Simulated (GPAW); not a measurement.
Runs of GPAW 26.7.0 on HfN. Symmetry: Fm-3m, No. 225, cubic system. Conventional cell: a = 4.512 Å, b = 4.512 Å, c = 4.512 Å, α = 90.00°, β = 90.00°, γ = 90.00°. Hf (site symmetry m-3m) is surrounded by 6 N at 2.26 Å. Around N (site symmetry m-3m) lie 6 Hf at 2.26 Å. 

| task | level | potentials or basis | U | cutoff (eV) | maxiter | convergence | gap on the mesh (eV) | pressure (GPa) | V0 of scaled cells (Å³/atom) | B0 (GPa) |
| --- | --- | --- | --- | --- | --- | --- | --- | --- | --- | --- |
| single point | LDA | the program's PAW data sets (release 1.2.1) made for this functional, pw | - | 650 | 120 | default | none | -11.9 | - | - |
| single point | LDA+U | the program's PAW data sets (release 1.2.1) made for this functional, pw | Hf d U = 3 eV | 650 | 120 | default | none | -0.4 | - | - |
| equation of state | PBEsol+D3(BJ) | PAW data sets generated in the run's folder for this functional, pw | - | 800 | 150 | - | - | - | 11.24 | (b) |
| equation of state | revPBE+D3 | the program's PAW data sets (release 1.2.1) made for this functional, pw | - | 800 | 150 | - | - | - | (a) | 283 |
| equation of state | revPBE+D4 | the program's PAW data sets (release 1.2.1) made for this functional, pw | - | 800 | 150 | - | - | - | 11.55 | (c) |

Alike in all rows: no spin polarisation; cell as given; k mesh 8 × 8 × 8; smearing fermi-dirac 0.05 eV.

**Question.** Estimate the missing entries.

**Answer.** (a) 11.50; (b) 304; (c) 273.

Caveats: the cutoff is short for stress and forces, so pressures can be off by a GPa or more (some runs); U without spin polarisation on a metal has little footing (some runs).

A k mesh can miss the band edges, and the runs leave out spin-orbit coupling on Hf.

A gap of «none» marks a metal or a gap under the smearing width.

Runs at the PBE level aren't shown here.
